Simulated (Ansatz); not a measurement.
**BN: symmetry broken, then relaxed**

All numbers below come from DFT PBE, scalar-relativistic, plane waves, PAW in Ansatz. Settings: plane waves to 420 eV, k-mesh 6×6×6 (Γ-centred), Gaussian smearing 0.05 eV. No spin polarisation. Energies are free energies at this smearing, counted from the undisturbed cell; pressure is positive in compression.

Reference structure (relaxed at this level):

```
B N
1.0
     3.62470    0.00000    0.00000
     0.00000   -3.62470    0.00000
     0.00000    0.00000   -3.62470
B N
4 4
Direct
  0.00000 0.50000 0.50000
  0.50000 0.00000 0.50000
  0.50000 0.50000 0.00000
  0.00000 0.00000 0.00000
  0.75000 0.75000 0.75000
  0.25000 0.25000 0.75000
  0.25000 0.75000 0.25000
  0.75000 0.25000 0.25000
```

The atoms are displaced (Å, in the unstrained cell):

| atom | ux | uy | uz |
| --- | --- | --- | --- |
| B1 | -0.009 | -0.004 | -0.012 |
| B2 | 0.020 | -0.010 | -0.003 |
| B3 | 0.012 | 0.003 | -0.008 |
| B4 | 0.004 | 0.007 | 0.004 |
| N5 | -0.007 | 0.005 | 0.008 |
| N6 | -0.001 | 0.007 | 0.012 |
| N7 | -0.013 | 0.000 | 0.006 |
| N8 | -0.006 | -0.008 | -0.007 |

The cell is strained by (0.0096, -0.0073, -0.0024, 0.0237, -0.0072, 0.0100) (xx, yy, zz, yz, xz, xy; engineering shear). Cell and atoms are then relaxed.

Task: Does the relaxation return to the undisturbed structure?

Result: Yes (up to a choice of domain or origin): same space group and volume, and an energy 0.0 meV/atom from it. The disturbance itself cost 12.2 meV/atom. The final space group reads F-43m (tolerance 0.05 Å) and the volume changes by 0.00 %.

Final structure:

```xyz
8
Lattice="3.6247 0.0000 0.0000 0.0000 -3.6246 0.0000 0.0000 0.0000 -3.6247" Properties=species:S:1:pos:R:3 pbc="T T T"
B     0.0000   -1.8123   -1.8123
B     1.8123   -3.6246   -1.8123
B     1.8123   -1.8123   -3.6247
B     3.6247    0.0000   -3.6247
N     2.7185   -2.7185   -2.7185
N     0.9062   -0.9062   -2.7185
N     0.9062   -2.7185   -0.9062
N     2.7185   -0.9062   -0.9062
```

The relaxation, step by step (energy from the first step; small jumps at an unchanged geometry come where the plane waves are selected anew for the new cell):

```csv
step,ΔE (meV/atom),largest force component (eV/Å),pressure (GPa)
1,0.0,0.905,0.70
2,-8.8,0.625,0.06
3,-12.1,0.006,0.00
4,-12.2,0.006,0.03
5,-12.2,0.000,0.01
6,-12.2,0.000,0.01
```

Frames along the relaxation (Å, eV/Å):

```xyz
8
Lattice="3.660 0.018 -0.013 -0.018 -3.598 -0.043 0.013 -0.043 -3.616" Properties=species:S:1:pos:R:3:forces:R:3 pbc="T T T" step=1
B    -0.012   -1.824   -1.841    0.360    0.109    0.407
B     1.856   -0.022   -1.818   -0.905    0.322    0.198
B     1.833   -1.787   -0.036   -0.727   -0.048    0.201
B     0.004    0.007    0.004   -0.049   -0.160   -0.055
N     2.734   -2.713   -2.746    0.266   -0.201   -0.424
N     0.919   -0.920   -2.715    0.142   -0.236   -0.472
N     0.892   -2.705   -0.933    0.511   -0.014   -0.184
N     2.738   -0.905   -0.932    0.402    0.228    0.327
8
Lattice="3.619 -0.008 -0.001 0.008 -3.630 -0.007 0.001 -0.007 -3.626" Properties=species:S:1:pos:R:3:forces:R:3 pbc="T T T" step=2
B     0.005   -1.822   -1.816   -0.123    0.153   -0.003
B     1.823   -0.017   -1.813   -0.625    0.306   -0.015
B     1.825   -1.821   -0.005   -0.573    0.086   -0.016
B     0.012    0.004    0.004   -0.460   -0.054   -0.151
N     2.714   -2.730   -2.724    0.344   -0.168   -0.062
N     0.900   -0.910   -2.721    0.365   -0.217   -0.016
N     0.900   -2.724   -0.911    0.510   -0.097   -0.021
N     2.705   -0.916   -0.915    0.562   -0.009    0.284
8
Lattice="3.625 0.000 0.000 0.000 -3.624 -0.001 0.000 -0.001 -3.624" Properties=species:S:1:pos:R:3:forces:R:3 pbc="T T T" step=3
B     0.000   -1.812   -1.813   -0.003    0.001    0.000
B     1.813    0.000   -1.812   -0.002   -0.002   -0.001
B     1.813   -1.812    0.000   -0.002    0.002   -0.002
B     0.000    0.000    0.000    0.005    0.006    0.001
N     2.719   -2.719   -2.719    0.004   -0.001    0.001
N     0.906   -0.907   -2.719    0.001   -0.001   -0.001
N     0.906   -2.718   -0.907   -0.001   -0.002    0.003
N     2.719   -0.906   -0.907   -0.003   -0.003   -0.001
8
Lattice="3.625 0.000 0.000 0.000 -3.624 -0.001 0.000 -0.001 -3.624" Properties=species:S:1:pos:R:3:forces:R:3 pbc="T T T" step=4
B     0.000   -1.812   -1.813   -0.005    0.002   -0.001
B     1.813    0.000   -1.812   -0.003   -0.001   -0.001
B     1.813   -1.812    0.000   -0.003    0.003   -0.003
B     0.000    0.000    0.000    0.004    0.006    0.001
N     2.719   -2.719   -2.719    0.006   -0.002    0.001
N     0.906   -0.907   -2.719    0.003   -0.002    0.000
N     0.906   -2.718   -0.907    0.001   -0.002    0.004
N     2.719   -0.906   -0.907   -0.001   -0.003   -0.001
8
Lattice="3.625 0.000 0.000 0.000 -3.625 0.000 0.000 0.000 -3.625" Properties=species:S:1:pos:R:3:forces:R:3 pbc="T T T" step=5
B     0.000   -1.812   -1.812    0.000    0.000    0.000
B     1.812    0.000   -1.812    0.000    0.000    0.000
B     1.812   -1.812    0.000    0.000    0.000    0.000
B     0.000    0.000    0.000    0.000    0.000    0.000
N     2.719   -2.718   -2.719    0.000    0.000    0.000
N     0.906   -0.906   -2.718    0.000    0.000    0.000
N     0.906   -2.718   -0.906    0.000    0.000    0.000
N     2.719   -0.906   -0.906    0.000    0.000    0.000
8
Lattice="3.625 0.000 0.000 0.000 -3.625 0.000 0.000 0.000 -3.625" Properties=species:S:1:pos:R:3:forces:R:3 pbc="T T T" step=6
B     0.000   -1.812   -1.812    0.000    0.000    0.000
B     1.812    0.000   -1.812    0.000    0.000    0.000
B     1.812   -1.812    0.000    0.000    0.000    0.000
B     0.000    0.000    0.000    0.000    0.000    0.000
N     2.719   -2.718   -2.719    0.000    0.000    0.000
N     0.906   -0.906   -2.718    0.000    0.000    0.000
N     0.906   -2.718   -0.906    0.000    0.000    0.000
N     2.719   -0.906   -0.906    0.000    0.000    0.000
```

Cost: 3 runs of about 1.3 core-minutes in all, on Oxide Virtual Turin-like Processor (Zen 5) (shared hosts).